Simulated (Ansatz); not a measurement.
# BaTiO3: the cost of one run

Program: Ansatz 0.2.0. Level of theory: DFT r2SCAN, scalar-relativistic, plane waves, PAW. These are calculated values, not measurements.

2 further runs of the same task are left out: 2 set aside as unsound or not needed. Runs told in other sessions of the task aren't counted.

### 1 The system as given

It takes space group Amm2 (No. 38, orthorhombic). Conventional cell: a = 3.963 Å, b = 5.716 Å, c = 5.748 Å, α = 90.00°, β = 90.00°, γ = 90.00°. Ba (site symmetry mm2) is surrounded by 12 O at 2.77 to 2.98 Å. Ti (site symmetry mm2) is surrounded by 6 O at 1.85 to 2.21 Å. Around O (site symmetry mm2) lie 2 Ti at 1.99 Å and 4 Ba at 2.77 to 2.98 Å. O (site symmetry m) has 2 Ti at 1.85 to 2.21 Å in its first shell of neighbours.

As a file:

```
Ba Ti O
1.0
     0.00000    2.85798   -2.87415
    -3.96333    0.00000    0.00000
     0.00000    8.57394    8.62245
Ba Ti O
3 3 9
Cartesian
  0.0000 2.8580 -2.8266
  0.0000 5.7160 0.0475
  0.0000 8.5739 2.9217
  -1.9817 2.8580 0.1369
  -1.9817 5.7160 3.0111
  -1.9817 8.5739 5.8852
  -3.9633 2.8580 -0.0564
  -3.9633 5.7160 2.8178
  -3.9633 8.5739 5.6920
  -1.9817 1.4688 1.3622
  -1.9817 4.3268 4.2363
  -1.9817 7.1847 7.1105
  -1.9817 4.2472 1.3622
  -1.9817 7.1052 4.2363
  -1.9817 9.9631 7.1105
```

It is built from the cell relaxed beforehand with the same method (13.02 Å³/atom).

### 2 The reference cell

The cell is repeated 3 times, 15 atoms in all. The reference gives a free energy of -30551.5058 eV, pressure 0.00 GPa, largest force 0.001 eV/Å and gap on the mesh 2.66 eV. It was computed beforehand with the settings of the runs below.

### 3 Setting up sliding across a plane

The cut lies on the cell's a–b face, a (0 1 1) plane of area 16.06 Å², between layers 1.95 Å apart (Ba, O below, O, Ti above); the cell is 12.2 Å thick. Vector c is tilted by f times 1·a + 0·b (length 4.053 Å) with the atoms' Cartesian places fixed: one unrelaxed fault per cell.

### 4 Point f = 0.200

The input, input.yaml:

```yaml
crystal:
  lattice:
    - [0.0, 2.8579801945, -2.8741509136]
    - [-3.9633322398, 0.0, 0.0]
    - [0.0, 9.1455366225, 8.047622558]
  atoms:
    - { symbol: Ba, position: [0.807804088, 0.0, 0.9196549725] }
    - { symbol: Ba, position: [0.9411374213, 0.0, 0.2529883058] }
    - { symbol: Ba, position: [0.8744707547, 0.0, 0.5863216392] }
    - { symbol: Ti, position: [0.4578779118, 0.5, 0.0915069026] }
    - { symbol: Ti, position: [0.3912112451, 0.5, 0.4248402359] }
    - { symbol: Ti, position: [0.3245445785, 0.5, 0.7581735692] }
    - { symbol: O, position: [0.4937433409, 1.0, 0.080298956] }
    - { symbol: O, position: [0.4270766742, 1.0, 0.4136322893] }
    - { symbol: O, position: [0.3604100076, 1.0, 0.7469656226] }
    - { symbol: O, position: [0.0036839615, 0.5, 0.0815433816] }
    - { symbol: O, position: [-0.0629827052, 0.5, 0.4148767149] }
    - { symbol: O, position: [-0.1296493719, 0.5, 0.7482100483] }
    - { symbol: O, position: [0.4573560311, 0.5, 0.2435691207] }
    - { symbol: O, position: [0.3906893644, 0.5, 0.5769024541] }
    - { symbol: O, position: [0.3240226977, 0.5, 0.9102357874] }
basis:
  ecutwfc: 500
kpoints:
  mp_grid: { grid: [6, 6, 2] }
hamiltonian:
  xc: r2scan
scf:
  occupations: { method: gaussian, width: 0.05 }
output:
  forces: true
  stress: true
  eigenvalues: true
  write_density: true
  write_potential: true
  elf: true
  volumetric_format: npy
```

Launch:

```
$ ansatz run input.yaml --threads 2 --pin off --max-ram 5120MiB --backend cpu --events-out ev --progress --plain --runs-dir out
```

Q: Estimate wall time and peak memory on 2 threads of Intel Xeon at 2.70GHz, shared host.

About 52 s, with a peak of 1 GiB.
